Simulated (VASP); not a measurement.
## VASP 6.6.1 run: CaO

INCAR

```
PREC = Accurate
LREAL = .FALSE.
ISIF = 2
SIGMA = 0.3
LWAVE = .FALSE.
NSW = 0
ENCUT = 520
IBRION = -1
NBANDS = 15
LCHARG = .FALSE.
LASPH = .TRUE.
EDIFF = 0.0001
ISMEAR = 1
NELM = 120
GGA = RE
```

KPOINTS

```
KPOINTS created by Atomic Simulation Environment
0
Gamma
8 8 8
0 0 0
```

POSCAR

```
Ca O
 1.0000000000000000
     0.0000000000000000    2.5840531753999998    2.6067317416000000
     2.5840531753999998    0.0000000000000000    2.6067317416000000
     2.5840531753999998    2.5840531753999998    0.0000000000000000
 Ca  O
   1   1
Cartesian
  0.0000000000000000  0.0000000000000000  0.0000000000000000
  1.2920265876999999  1.2920265876999999  1.3033658708000000
```

The recommended PBE PAW datasets give the neutral cell 16 valence electrons.

Command

```
mpirun -np 1 vasp_std
```

OSZICAR

```
N       E                     dE             d eps       ncg     rms          rms(c)
DAV:   1     0.126893791482E+03    0.12689E+03   -0.80858E+03  1770   0.105E+03
DAV:   2    -0.833118664732E+01   -0.13522E+03   -0.12600E+03  2253   0.280E+02
DAV:   3    -0.142192531137E+02   -0.58881E+01   -0.58707E+01  2008   0.608E+01
DAV:   4    -0.144324007226E+02   -0.21315E+00   -0.21299E+00  2769   0.995E+00
DAV:   5    -0.144335164782E+02   -0.11158E-02   -0.11157E-02  1994   0.870E-01    0.974E+00
DAV:   6    -0.118928232602E+02    0.25407E+01   -0.82801E+00  1980   0.252E+01    0.405E+00
DAV:   7    -0.118214649369E+02    0.71358E-01   -0.81045E-01  1943   0.837E+00    0.203E+00
DAV:   8    -0.118379971498E+02   -0.16532E-01   -0.14696E-01  2169   0.400E+00    0.528E-01
DAV:   9    -0.118367775883E+02    0.12196E-02   -0.13372E-02  2105   0.108E+00    0.176E-01
DAV:  10    -0.118398627682E+02   -0.30852E-02   -0.30413E-03  1889   0.422E-01    0.614E-02
DAV:  11    -0.118402057178E+02   -0.34295E-03   -0.13479E-03  2078   0.239E-01    0.404E-02
DAV:  12    -0.118401956561E+02    0.10062E-04   -0.92159E-05  1873   0.115E-01
   1 F= -.11840196E+02 E0= -.11850212E+02  d E =0.300486E-01
```

From OUTCAR

```
k-points           NKPTS =     59   k-points in BZ     NKDIM =     59   number of bands    NBANDS=     15

   NELECT =      16.0000    total number of electrons

   dimension x,y,z NGX =    28 NGY =   28 NGZ =   28
   dimension x,y,z NGXF=    56 NGYF=   56 NGZF=   56

  energy-cutoff  :      520.00
  volume of cell :       34.81
      direct lattice vectors                 reciprocal lattice vectors
     0.000000000  2.584053175  2.606731742    -0.193494470  0.193494470  0.191811068
     2.584053175  0.000000000  2.606731742     0.193494470 -0.193494470  0.191811068
     2.584053175  2.584053175  0.000000000     0.193494470  0.193494470 -0.191811068

 k-points in reciprocal lattice and weights: KPOINTS created by Atomic Simulation Env
   0.00000000  0.00000000  0.00000000       0.002
   0.12500000  0.00000000  0.00000000       0.016
   0.25000000  0.00000000  0.00000000       0.016
   0.37500000  0.00000000  0.00000000       0.016
   0.50000000  0.00000000  0.00000000       0.008
   0.12500000  0.12500000  0.00000000       0.004
   0.25000000  0.12500000  0.00000000       0.016
   0.37500000  0.12500000  0.00000000       0.016
   ...

 E-fermi :   0.8134

 k-point     1 :       0.0000    0.0000    0.0000
  band No.  band energies     occupation
      1     -36.4835      2.00000
      2     -17.3795      2.00000
      3     -17.3795      2.00000
      4     -17.3771      2.00000
      5     -14.1832      2.00000
      6       0.0521      2.00195
      7       0.0576      2.00212
      8       0.0576      2.00212
      9       4.2754     -0.00000
     10       8.7446      0.00000
     11       8.8103      0.00000
     12      10.4126      0.00000
     13      10.4841      0.00000
     14      10.4841      0.00000
     15      17.5348      0.00000

 k-point     2 :       0.1250    0.0000    0.0000
  band No.  band energies     occupation
      1     -36.4765      2.00000
      2     -17.5089      2.00000
      3     -17.3874      2.00000
      4     -17.3865      2.00000
      5     -14.0559      2.00000
      6      -0.1033      2.00014
      7       0.0980      2.00382
      8       0.1035      2.00412
      9       4.8153     -0.00000
     10       8.5812      0.00000
     11       8.6385      0.00000
     12      10.2316      0.00000
     13      10.5892      0.00000
     14      10.6267      0.00000
     15      15.9025      0.00000

 k-point     3 :       0.2500    0.0000    0.0000
  band No.  band energies     occupation
      1     -36.4594      2.00000
      2     -17.7864      2.00000
      3     -17.4071      2.00000
      4     -17.4067      2.00000
      5     -13.7926      2.00000
      6      -0.2969      2.00000
      7       0.1969      2.01333
      8       0.2072      2.01495
      9       5.9348     -0.00000
     10       8.4249      0.00000
     11       8.4641      0.00000
     12       9.7920      0.00000
     13      10.6733      0.00000
     14      10.6913      0.00000
     15      13.8890      0.00000

 ...

  Total        1.1004494      1.1004494      1.0808576      0.0000000      0.0000000      0.0000000
  in kB       50.6467342     50.6467342     49.7450471      0.0000000      0.0000000      0.0000000
  external PRESSURE =      50.3461718 kB  Pullay stress =       0.0000000 kB

 POSITION                                       TOTAL-FORCE (eV/Angst)
 -----------------------------------------------------------------------------------
      0.00000      0.00000      0.00000        -0.000000     -0.000000     -0.000000
      1.29203      1.29203      1.30337         0.000000      0.000000      0.000000
 -----------------------------------------------------------------------------------
    total drift:                               -0.000000     -0.000000     -0.000000

  FREE ENERGIE OF THE ION-ELECTRON SYSTEM (eV)
  ---------------------------------------------------
  free  energy   TOTEN  =       -11.8401956561 eV

  energy  without entropy=      -11.8702442251  energy(sigma->0) =      -11.85021185
```

It converged. Results: gap between bands v and c on the k mesh 3.56 eV; least direct gap on the k mesh 4.22 eV; pressure 5.0 GPa. Band v is the last that the valence electrons fill when counted band by band, and c is the next.

For comparison, a separate PBE run of the intended cell, on usual settings and not on those above, gives a gap of 3.38 eV on its mesh and a pressure of 3.3 GPa.

The run above took about 11 s on one core of a shared host (Intel Xeon 6975P-C) and held 0.17 GiB at most.
